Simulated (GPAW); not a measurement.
A run of GPAW 26.7.0 is set up as follows.

The input run.py:

```python
from ase import Atoms
from ase.filters import FrechetCellFilter
from ase.io import write
from ase.optimize import BFGS
from ase.units import GPa
from gpaw import GPAW, PW, setup_paths

setup_paths.insert(0, '.')

atoms = Atoms(['Zr', 'S'],
              cell=[[0.0, 2.625, 2.625],
                    [2.625, 0.0, 2.625],
                    [2.625, 2.625, 0.0]],
              scaled_positions=[[0.0, 0.0, 0.0],
                                [0.5, 0.5, 0.5]],
              pbc=True)

calc = GPAW(mode=PW(600),
            xc='PBEsol',
            kpts={'size': (9, 9, 9), 'gamma': True},
            occupations={'name': 'fermi-dirac', 'width': 0.05},
            nbands=19,
            convergence={'density': 1e-05, 'forces': 0.0001},
            maxiter=150,
            txt='gpaw.txt')
atoms.calc = calc
opt = BFGS(FrechetCellFilter(atoms, scalar_pressure=2 * GPa), trajectory='relax.traj', logfile='-')
done = opt.run(fmax=0.02, steps=60)
calc.write('gs.gpw')
write('result.traj', atoms)
print('Converged:', done)
print('Cell:', atoms.cell.cellpar().round(4))
print('Volume:', round(atoms.get_volume(), 4))
print(atoms.get_scaled_positions().round(5))
```

Potentials or basis: PAW data sets generated in the run's folder for this functional, pw.

The run is started by

```sh
$ gpaw-setup -f PBEsol S Zr
$ OMP_NUM_THREADS=1 python run.py
```

Task: Predict the band gap on the k mesh.

Result: None (metal or under the smearing width).

Task: Estimate the relaxed volume.

Result: 16.94 Å³/atom.

Task: Predict the relaxed cell.

Result: a = 3.632 Å, b = 3.632 Å, c = 3.632 Å, α = 60.00°, β = 60.00°, γ = 60.00°.

Task: Predict the space group after relaxing (to 0.05 Å).

Result: Fm-3m (No. 225).

Final structure:
```
Zr S
1.0
     0.00000    2.56816    2.56816
     2.56816    0.00000    2.56816
     2.56816    2.56816    0.00000
Zr S
1 1
Direct
  0.00000 0.00000 0.00000
  0.50000 0.50000 0.50000
```

Caveat: later steps reuse the first step's grids.
